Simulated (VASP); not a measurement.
# Ti: electric field gradients, by functional and GGA

Ti, P6_3/mmc (no. 194), 2 atoms in the cell.

| Functional | GGA | LASPH | Vzz of the first element (V/Å²) | Time (s) |
|---|---|---|---|---|
| LDA | CA | T | 18.56 | 22 |
| PBE | PE | T | 17.66 | 24 |
| PBEsol | PS | T | 17.86 | 23 |
| RPBE | RP | T | 17.35 | 24 |
| r2SCAN | default | T | 16.16 | 123 |
| SCAN | default | T | 17.03 | 247 |
| TPSS | default | T | 17.16 | 162 |
| PBE | PE | F | 17.53 | 26 |

## Input of the first row

INCAR:
```
ALGO = Normal ; EDIFF = 1E-7
ENCUT = 450 ; GGA = CA
ISMEAR = 1 ; KPAR = 2
LASPH = T ; LCHARG = F
LEFG = T ; LREAL = F
LWAVE = F ; NELM = 120
PREC = Accurate ; QUAD_EFG = 302
SIGMA = 0.1
```

KPOINTS:
```
k-points
0
Gamma
  17 17 9
```

POSCAR:
```
Ti
1.0
    2.9500000000      0.0000000000      0.0000000000
   -1.4750000000      2.5547749412      0.0000000000
    0.0000000000      0.0000000000      4.6800000000
Ti
2
Direct
    0.6666666667      0.3333333333      0.7500000000
    0.3333333333      0.6666666667      0.2500000000
```

Commands:
```
cat potpaw_LDA.64/Ti_sv/POTCAR > POTCAR
mpirun -np 2 vasp_std > vasp.out
```

Changes of the last row against the first:
```
- GGA = CA
- LASPH = True
+ GGA = PE
+ LASPH = False
- cat potpaw_LDA.64/Ti_sv/POTCAR > POTCAR
+ cat potpaw_PBE.64/Ti_sv/POTCAR > POTCAR
```

VASP 6.6.1 took 22 s on 2 cores (AMD EPYC 7R13 (Zen 3)), a shared host.
